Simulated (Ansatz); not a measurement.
# RbBr: the cell at several levels of theory

One table from this session's results is given with a row withheld; the runs are named, their logs left out.

Code: Ansatz 0.2.0. PAW datasets, plane waves, zero pressure. The values are computed, spin-unpolarised, and not measurements.

**Starting point**

Space group Fm-3m (No. 225), cubic; conventional cell a = 6.912 Å, 41.28 Å³ an atom. Around Rb lie 6 Br at 3.46 Å; around Br lie 6 Rb at 3.46 Å.

As a file:

```xyz
2
Lattice="0.0000 3.4560 3.4560 3.4560 0.0000 3.4560 3.4560 3.4560 0.0000" Properties=species:S:1:pos:R:3 pbc="T T T"
Rb    0.0000    0.0000    0.0000
Br    3.4560    3.4560    3.4560
```

Set-up of the first run:

input.yaml reads:

```yaml
crystal:
  lattice:
    - [0.0, 3.4559503595, 3.4559503595]
    - [3.4559503595, 0.0, 3.4559503595]
    - [3.4559503595, 3.4559503595, 0.0]
  atoms:
    - { symbol: Rb, position: [0.0, 0.0, 0.0] }
    - { symbol: Br, position: [0.5, 0.5, 0.5] }
kpoints:
  mp_grid: { grid: [6, 6, 6] }
hamiltonian:
  xc: pbe
scf:
  occupations: { method: fermi_dirac, width: 0.02 }
relax:
  f_tol: 0.005
  cell: {}
```

Started as:

```bash
$ ansatz run input.yaml --threads 2 --pin off --max-ram 29491MiB --backend cpu --events-out ev --progress --plain --runs-dir out
```

Steps of the session up to this table: PBE: cell and atoms; Relaxation with r2SCAN; PBEsol: cell and atoms; Relaxation with LDA; Relaxing with HSE06.

One table of the session follows, with a row left open; its other results are not shown here.

It belongs to the step «The cells side by side». 

```
 level  a (Å)  volume (Å³/atom)
   PBE  7.013            43.112
r2SCAN  6.922            41.460
PBEsol  6.846            40.108
   LDA  6.669            37.077
 HSE06      ?                 ?
```

**Question.** Estimate the row for HSE06.

**Answer.** a (Å): 6.974; volume (Å³/atom): 42.401. In the column «a (Å)» it lies between r2SCAN (6.922) and PBE (7.013).

The volume runs from LDA (least) to PBE (most), a spread of 16.3 %, or 5.2 % in length if all axes shared it alike. The meshes differ: PBE 6×6×6, r2SCAN 6×6×6, PBEsol 6×6×6, LDA 6×6×6, HSE06 4×4×4.
